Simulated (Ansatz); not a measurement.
# TiSi in Ansatz: the effect of functional

The system is TiSi.

```xyz
2
Lattice="1.8401 -2.1455 0.0000 1.8401 2.1455 0.0000 0.0000 0.0000 3.8540" Properties=species:S:1:pos:R:3 pbc="T T T"
Ti    1.8401    0.0000    0.0000
Si    0.0000    0.0000    1.9270
```

The cell comes from a database or a generator and needn't be the stable form of this composition.

The cell isn't the ideal one: volume scaled by 1.04.

Alike in all runs:

| Quantity | Value |
| --- | --- |
| Program | Ansatz 0.2.0 |
| Task | single point |
| Potentials or basis | Ansatz PAW |
| k mesh | 10 × 10 × 7 |
| Occupations | fermi-dirac, width 0.05 eV |
| Spin | no spin polarisation |

| functional | cutoff | pressure (GPa) |
| --- | --- | --- |
| LDA | 420 eV (not typed: the program's choice for these potentials) | -12.3 |
| PBEsol | 420 eV (not typed: the program's choice for these potentials) | -9.0 |
| r2SCAN | 500 eV (not typed: the program's choice for these potentials) | ? |

Question: What does the run with functional r2SCAN give?

Answer: Pressure -6.8 GPa.

Caveats: the PAW data sets come from PBE, with cores solved anew for the run's functional, which leaves a small shift of forces and pressure.
